**Q:** I have fcc and hcp calculations for six metals, and the last column of the table names a favoured type for each. Can I use those names as they stand?

Six elements in the fcc and hcp structures, computed with Ansatz 0.2.0 (r2SCAN, plane-wave PAW, scalar-relativistic, without spin polarization) in cells relaxed to zero pressure. The cutoff is 500 eV, the k meshes run from 10×10×10 to 16×16×16 for fcc and from 10×10×6 to 16×16×8 for hcp, and energies are extrapolated to zero smearing from a Gaussian width of 0.05 eV.

| element | Z | group | period | volume, fcc (Å³/atom) | E(hcp) - E(fcc) (meV/atom) | V(hcp)/V(fcc) - 1 (%) | favoured type |
| --- | --- | --- | --- | --- | --- | --- | --- |
| Li | 3 | 1 | 2 | 20.97 | 1 | 0.0 | fcc |
| Na | 11 | 1 | 3 | 37.71 | -1 | 0.0 | hcp |
| Mg | 12 | 2 | 3 | 22.73 | -18 | -0.6 | hcp |
| K | 19 | 1 | 4 | 76.94 | 0 | -0.2 | fcc |
| Rb | 37 | 1 | 5 | 95.53 | -2 | -0.2 | hcp |
| Bi | 83 | 15 | 6 | 31.37 | -55 | -0.6 | hcp |

**A:** For Mg, yes, and for Bi with a reservation that comes later; for the four alkali metals, no. The column $E(\mathrm{hcp})-E(\mathrm{fcc})$ is the energy of the hcp cell less that of the fcc cell, so a negative value means that hcp is lower. The scale to remember is a meV an atom for the alkali metals and tens of meV for Mg and Bi. Mg prefers hcp by 18 meV an atom, about 1.7 kJ/mol, and Bi by 55 meV.

For Li, Na, K and Rb the two energies agree within 2 meV. The two cells were sampled with different meshes of k points, which alone can shift the difference by a few meV. The names in these four rows therefore record a tie, and the change from fcc to hcp and back along the group has no physical meaning.

**Q:** Why is the difference so small? These are different crystal structures.

**A:** They differ less than their names suggest. Both are stacks of the same close-packed layers, and in both an atom has twelve nearest neighbours and, in ideal packing, the same number of second neighbours at the same distance. The directions of some nearest neighbours differ, but the distances differ only from the third shell on. Whatever separates the energies must sense these finer differences, and in a simple metal the conduction electrons do so, because their waves extend over many atoms.

**Q:** Then why do they notice it in Mg but hardly at all in Na?

**A:** Theory offers a geometrical reason. An electron wave that meets a set of atomic planes head-on is strongly reflected when half its wavelength equals the spacing $d$ of the planes, that is, at the wave number $k=\pi/d$; at a slant the wave number must be larger. In the simplest picture, what matters is whether the fastest electrons of the metal get that far. Free electrons fill a sphere of radius $k_F=(3\pi^2 n/V)^{1/3}$, where $n$ is the number of valence electrons an atom and $V$ the volume an atom.

Take $n=1$. With the edge $a$ of the fcc cube, $V=a^3/4$ and $k_F=(12\pi^2)^{1/3}/a=4.91/a$. The close-packed layers are $a/\sqrt3$ apart and reflect at $\pi\sqrt3/a=5.44/a$. Ideal hcp has a further set of planes, upright on the layers, that reflects earlier, at $2\pi\sqrt{2/3}/a=5.13/a$. The sphere ends short of both, so the electrons meet no strong reflection in either structure.

Now take $n=2$. The radius grows by the factor $2^{1/3}=1.26$ to $6.19/a$, and the sphere passes both limits. In hcp it also passes the limit of a set of inclined planes, while in fcc it stops just short of the next limit. The electrons now meet a different pattern of reflections in each structure, and the energies can separate. The count is not the only change from Na to Mg, however: the ion is different too, and with it the strength of each reflection. The table cannot separate the two effects.

**Q:** Does that tell me that hcp must win in Mg?

**A:** No, it only makes a clear preference more likely. Its direction depends on how strongly each set of planes reflects, and that is set by the ion as well as by the packing. Calcium also has two valence electrons and is fcc at ambient conditions. For a neighbouring metal the count is a first guide to whether the stacking matters, and the direction needs a calculation.

**Q:** Is there any sign of these reflections in the calculations themselves?

**A:** There is a hint in the density of states at the Fermi level, the number of electron states available at the top of the filled range. In hcp Na, K and Rb it lies within 5 % of the free-electron value. In hcp Mg it is 20 % lower, as can happen when reflections open gaps near the edge of the sphere. This suggests that the lattice disturbs the electrons of hcp Mg, though a value at a single energy is sensitive to the mesh of k points, and it does not tell whether the electrons of fcc Mg are disturbed less.

Li is the awkward case. Its density of states in hcp is about 1.5 times the free-electron value, so free electrons describe it poorly, and yet its two structures tie as well. The tie fits the electron count, but it is no clean test of the argument.

**Q:** And Bi, with the largest preference of all?

**A:** There the cause is a guess. Bi has five valence electrons in 6s and 6p levels, and a free-electron sphere is too crude for them. Its density of states at the Fermi level falls by 14 % from fcc to hcp, which suits a gain in electronic energy. The alkali metals, however, show changes of up to 7 % with no clear preference, so this is a hint rather than an explanation.

**Q:** How far would you trust the order in Mg and Bi?

**A:** If I allow 5 meV for the meshes, the preference is between three and four times that in Mg and eleven times in Bi. The table holds only one density functional, so it cannot show how far another would move these values. For Mg I would still rely on the order, since the real metal is indeed hcp. For Bi the larger doubt is spin–orbit coupling, which the calculation leaves out. It splits the 6p levels by roughly 2 eV, and if it lowered the total energy of fcc more than that of hcp by only 3 % of that, the preference would be gone.

Remember also that only two structures compete here. At ambient conditions the alkali metals are bcc and Bi is rhombohedral, so the lower of the two energies need not belong to the stable crystal.

**Q:** Could pressure or heat reverse the order in my process?

**A:** Moderate pressure works the other way. In Mg and Bi the hcp cell is 0.6 % smaller, so compression at first favours it further, by about 1 meV an atom for each GPa.

Heat could act through the vibrations, since the structure with the lower frequencies gains more from warming. For classical vibrations the gain of fcc over hcp is $3k_BT\ln(\omega_{\mathrm{hcp}}/\omega_{\mathrm{fcc}})$, with $\omega$ the geometric mean of the frequencies and $3k_BT$ about 78 meV at 300 K. To cancel 18 meV in Mg at this temperature, the frequencies in hcp would have to be 26 % higher, which is hard to expect of two such similar packings. At three times that temperature, close to the melting point, 8 % would be enough, so the estimate alone does not settle the order in hot Mg. Experiment does: at ordinary pressure the metal stays hcp until it melts. In the alkali metals a difference of 3 % in the right direction would outweigh any of the computed preferences already at 300 K.

**Q:** Would the same reasoning serve for transition metals?

**A:** The starting point would, because the two packings are just as alike there. The electrons that decide are different: d electrons stay closer to their atoms, and a sphere of free electrons no longer describes them. What counts is how far the d band is filled, and the preferred structure changes several times along a row as it fills. In nearly-free-electron metals such as Na and Mg, the first thing to ask is whether the fastest electrons reach the wave numbers at which the planes reflect.
